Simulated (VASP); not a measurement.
Calculation: PBE GGA, VASP's PBE PAW potentials (set 64) (plane waves; VASP 6.6.1).

Input for VASP

File KPOINTS:
```
Automatic mesh
0
Gamma
6 6 6
0 0 0
```

### INCAR
```
SYSTEM = CaF2
PREC = Accurate
ENCUT = 480
EDIFF = 1E-6
NELM = 100
ALGO = Normal
LREAL = .FALSE.
LASPH = .TRUE.
ISMEAR = 0
SIGMA = 0.05
GGA = PE
LWAVE = .FALSE.
LCHARG = .FALSE.
IBRION = 2
ISIF = 3
NSW = 60
EDIFFG = -0.02
```

**POSCAR**
```
CaF2
1.0
  0.0000000000   2.7479128945   2.7479128945
  2.7479128945   0.0000000000   2.7479128945
  2.7479128945   2.7479128945   0.0000000000
Ca F
1 2
Direct
  0.0000000000   1.0000000000   1.0000000000
  0.2500000000   0.2500000000   0.2500000000
  0.7500000000   0.7500000000   0.7500000000
```

POTCAR, in this order: Ca_sv F (PBE.64 set). Program: vasp_std.

Output of the run:

File OUTCAR:
```
 ion  position               nearest neighbor table
   1  0.000  0.000  0.000-   3 2.38   3 2.38   3 2.38   2 2.38   2 2.38   2 2.38   3 2.38   2 2.38
  LATTYP: Found a face centered cubic cell.
 ALAT       =     5.4958257890
 Subroutine PRICEL returns:
 Original cell was already a primitive cell.
 Subroutine GETGRP returns: Found 48 space group operations
The static configuration has the point symmetry O_h .
The dynamic configuration has the point symmetry O_h .
 Subroutine INISYM returns: Found 48 space group operations
 Subroutine IBZKPT returns following result:
 Found     16 irreducible k-points:

 Following reciprocal coordinates:
            Coordinates               Weight
  0.000000  0.000000  0.000000      1.000000
  0.166667  0.000000  0.000000      8.000000
  0.333333  0.000000  0.000000      8.000000
  0.500000  0.000000  0.000000      4.000000
  0.166667  0.166667  0.000000      6.000000
  0.333333  0.166667  0.000000     24.000000
  0.500000  0.166667  0.000000     24.000000
 -0.333333  0.166667  0.000000     24.000000
 -0.166667  0.166667  0.000000     12.000000
  0.333333  0.333333  0.000000      6.000000
  0.500000  0.333333  0.000000     24.000000
 -0.333333  0.333333  0.000000     12.000000
  0.500000  0.500000  0.000000      3.000000
  0.500000  0.333333  0.166667     24.000000
 -0.333333  0.333333  0.166667     24.000000
 -0.333333  0.500000  0.166667     12.000000
   k-points           NKPTS =     16   k-points in BZ     NKDIM =     16   number of bands    NBANDS=     16
   number of dos      NEDOS =    301   number of ions     NIONS =      3
   total plane-waves  NPLWV =  21952
   dimension x,y,z NGX =    28 NGY =   28 NGZ =   28
   dimension x,y,z NGXF=    56 NGYF=   56 NGZF=   56
   ions per type =               1   2
   PREC   = accura    normal or accurate (medium, high low for compatibility)
   ISTART =      0    job   : 0-new  1-cont  2-samecut
   ICHARG =      2    charge: 1-file 2-atom 10-const
   ISPIN  =      1    spin polarized calculation?
   LNONCOLLINEAR =      F non collinear calculations
   LSORBIT =      F    spin-orbit coupling
   INIWAV =      1    electr: 0-lowe 1-rand  2-diag
   ENCUT  =  480.0 eV  35.28 Ry    5.94 a.u.   6.94  6.94  6.94*2*pi/ulx,y,z
   NELM   =    100;   NELMIN=  2; NELMDL= -5     # of ELM steps
   EDIFF  = 0.1E-05   stopping-criterion for ELM
   LREAL  =      F    real-space projection
   NLSPLINE    = F    spline interpolate recip. space projectors
   LMAXMIX     =    2 max onsite mixed and CHGCAR
   VOSKOWN=      0    Vosko Wilk Nusair interpolation
   EDIFFG = -.2E-01   stopping-criterion for IOM
   NSW    =     60    number of steps for IOM
   NBLOCK =      1;   KBLOCK =     60    inner block; outer block
   IBRION =      2    ionic relax: 0-MD 1-quasi-New 2-CG
   NFREE  =      1    steps in history (QN), initial steepest desc. (CG)
   ISIF   =      3    stress and relaxation
   ISYM   =      2    0-nonsym 1-usesym 2-fastsym
   TEIN   =    0.0    initial temperature
   TEBEG  =    0.0;   TEEND  =   0.0 temperature during run
   SMASS  =  -3.00    Nose mass-parameter (am)
   PSTRESS=    0.0 pullay stress
   NELECT =      24.0000    total number of electrons
   EFERMI =   0.00;   METHOD = LEGACY
   ISMEAR =     0;   SIGMA  =   0.05  broadening in eV -4-tet -1-fermi 0-gaus
   IALGO  =     38    algorithm
   LDIAG  =      T    sub-space diagonalisation (order eigenvalues)
   IMIX   =      4    mixing-type and parameters
     AMIX     =   0.40;   BMIX     =  1.00
     AMIX_MAG =   1.60;   BMIX_MAG =  1.00
     AMIN     =   0.10
   GGA     = PE    functional components
   VOSKOWN =     0    Vosko Wilk Nusair interpolation
   LHFCALC =     F    Hartree Fock is set to
   LHFONE  =     F    Hartree Fock one center treatment
...
```

File OSZICAR:
```
       N       E                     dE             d eps       ncg     rms          rms(c)
DAV:   1     0.216288154912E+03    0.21629E+03   -0.13488E+04   512   0.144E+03
DAV:   2    -0.100310664921E+02   -0.22632E+03   -0.22276E+03   648   0.388E+02
DAV:   3    -0.183185469073E+02   -0.82875E+01   -0.82807E+01   632   0.840E+01
DAV:   4    -0.186401936598E+02   -0.32165E+00   -0.32159E+00   816   0.124E+01
DAV:   5    -0.186438186177E+02   -0.36250E-02   -0.36249E-02   600   0.139E+00    0.800E+00
DAV:   6    -0.173109348274E+02    0.13329E+01   -0.72625E+00   552   0.189E+01    0.312E+00
DAV:   7    -0.173165144858E+02   -0.55797E-02   -0.18994E-01   656   0.389E+00    0.167E+00
DAV:   8    -0.173346358535E+02   -0.18121E-01   -0.33524E-02   664   0.226E+00    0.196E-01
DAV:   9    -0.173390024890E+02   -0.43666E-02   -0.81003E-03   640   0.712E-01    0.135E-01
DAV:  10    -0.173399041878E+02   -0.90170E-03   -0.14177E-03   656   0.280E-01    0.350E-02
DAV:  11    -0.173399149711E+02   -0.10783E-04   -0.10237E-04   640   0.931E-02    0.168E-02
DAV:  12    -0.173399214278E+02   -0.64567E-05   -0.24463E-05   696   0.480E-02    0.339E-03
DAV:  13    -0.173399218011E+02   -0.37329E-06   -0.38117E-06   600   0.163E-02
   1 F= -.17339922E+02 E0= -.17339922E+02  d E =-.173399E+02
       N       E                     dE             d eps       ncg     rms          rms(c)
DAV:   1    -0.173425411232E+02   -0.26197E-02   -0.59863E-02   624   0.253E+00    0.386E-01
DAV:   2    -0.173402292274E+02    0.23119E-02   -0.11447E-02   536   0.874E-01    0.973E-02
DAV:   3    -0.173400144475E+02    0.21478E-03   -0.39690E-04   752   0.249E-01    0.423E-02
DAV:   4    -0.173399836772E+02    0.30770E-04   -0.29295E-04   816   0.139E-01    0.157E-02
DAV:   5    -0.173399841855E+02   -0.50837E-06   -0.45762E-06   600   0.225E-02
   2 F= -.17339984E+02 E0= -.17339984E+02  d E =-.623844E-04
```

OUTCAR:
```
------------------------ aborting loop because EDIFF is reached ----------------------------------------
  FORCE on cell =-STRESS in cart. coord.  units (eV):
  Direction    XX          YY          ZZ          XY          YZ          ZX
  --------------------------------------------------------------------------------------
  Total       -0.0104565     -0.0104565     -0.0104565      0.0000000      0.0000000     -0.0000000
  in kB       -0.4023317     -0.4023317     -0.4023317      0.0000000      0.0000000     -0.0000000
  external PRESSURE =      -0.4023317 kB  Pullay stress =       0.0000000 kB
  volume of cell :       41.64
      direct lattice vectors                 reciprocal lattice vectors
    -0.000000000  2.751026444  2.751026444    -0.181750343  0.181750343  0.181750343
     2.751026444  0.000000000  2.751026444     0.181750343 -0.181750343  0.181750343
     2.751026444  2.751026444 -0.000000000     0.181750343  0.181750343 -0.181750343
 POSITION                                       TOTAL-FORCE (eV/Angst)
 -----------------------------------------------------------------------------------
      2.75103      5.50205      2.75103        -0.000000     -0.000000     -0.000000
      1.37551      1.37551      1.37551         0.000000      0.000000      0.000000
      4.12654      4.12654      4.12654         0.000000     -0.000000      0.000000
 -----------------------------------------------------------------------------------
    total drift:                                0.000000      0.000000      0.000000
  FREE ENERGIE OF THE ION-ELECTRON SYSTEM (eV)
  ---------------------------------------------------
  free  energy   TOTEN  =       -17.3399841855 eV

  energy  without entropy=      -17.3399841855  energy(sigma->0) =      -17.33998419

 reached required accuracy - stopping structural energy minimisation
```
(Selected blocks of OUTCAR.)

**CONTCAR**
```
CaF2
   1.00000000000000
    -0.0000000000000000    2.7510264441846122    2.7510264441846122
     2.7510264441846122    0.0000000000000000    2.7510264441846122
     2.7510264441846122    2.7510264441846122   -0.0000000000000000
  Ca              F
     1     2
Direct
     1.0000000000000000    0.0000000000000000    1.0000000000000000
     0.2500000000000000    0.2500000000000000    0.2500000000000000
     0.7500000000000000    0.7500000000000000    0.7500000000000000
```

The compound is CaF2 in the fluorite structure. This run relaxes it. Symmetry was kept, so distortions that lower it aren't found. The start is the result of an earlier pass.
